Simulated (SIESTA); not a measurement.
Crystal: TiO.

```xyz
2
Lattice="3.0310 0.0000 0.0000 -1.5155 2.6249 0.0000 0.0000 0.0000 3.2377" Properties=species:S:1:pos:R:3 pbc="T T T"
Ti    1.5155    0.8750    0.0000
O     0.0000    0.0000    1.6188
```

Base run:

| Quantity | Value |
| --- | --- |
| Program | SIESTA 5.4.2 |
| Functional | PBEsol |
| Potentials or basis | PseudoDojo 0.4 standard (PBEsol files) |
| Basis | SZP (energy shift 0.003 Ry) |
| Grid cutoff | 800 Ry |
| Energy shift | 0.003 Ry |
| k mesh | 10 × 10 × 8 |
| Occupations | fermi-dirac, width 0.05 eV |
| Spin | no spin polarisation |

Its results: band gap on the k mesh none (metal or under the smearing width); pressure -39.3 GPa.

Task: The run is repeated on the same cell with these changes: basis from SZP (energy shift 0.003 Ry) to DZP (energy shift 0.003 Ry; two zetas on semicore shells). What comes out?

Result: Band gap on the k mesh none (metal or under the smearing width); pressure -40.1 GPa.

Caveats: a pressure of tens of GPa on the cell as given is suspect, and the run, the potentials or the cell itself is likely at fault; the basis of atomic orbitals isn't converged, which shifts pressures, moduli and gaps; semilocal functionals often make such compounds metallic where correlation or magnetic order opens a gap, which also shifts bond lengths.
